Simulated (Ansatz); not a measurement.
Relaxed bulk Fe:

```yaml
crystal:
  lattice:
    - [-1.41594, 1.41594, 1.41594]
    - [1.41594, -1.41594, 1.41594]
    - [1.41594, 1.41594, -1.41594]
  atoms:
    - { symbol: Fe, position: [0.00000, 0.00000, 0.00000] }
```

Miller indices refer to the conventional cell of Im-3m (No. 229), a = 2.832 Å, b = 2.832 Å, c = 2.832 Å, α = 90.00°, β = 90.00°, γ = 90.00°.

Consider the (110) slab of 6 planes, 10.0 Å thick with 15 Å of vacuum as cut; outer planes Fe (top) and Fe (bottom), all atoms relaxed.

Method: DFT PBE, scalar-relativistic, plane waves, PAW (Ansatz). Cutoff 420 eV; k points 15×15×1 on the computed 6-atom cell (Γ-centred); Gaussian smearing, width 0.10 eV; collinear spin from starting moments 2.44 2.44 2.44 2.44 2.44 2.44 μB. The cell repeats along c with a dipole correction in the vacuum.

The work function read from the bulk's Fermi level differs by 0.16 eV, so the slab's middle doesn't match the bulk reference (too thin, or relaxed to another structure or magnetic state).

**Question.** Estimate the surface energy (mean of both faces).

**Answer.** 2.51 J/m².

**Question.** Predict the work function.

**Answer.** 4.77 eV.

**Question.** Estimate the sequence of site moments over 0.05 μB in size, bottom to top.

**Answer.** Fe 2.53, Fe 2.29, Fe 2.19, Fe 2.19, Fe 2.29, Fe 2.53 μB.

**Question.** The top two planes lie 2.002 Å apart in the bulk. How does relaxation change this?

**Answer.** The spacing becomes 1.994 Å (-0.4 %).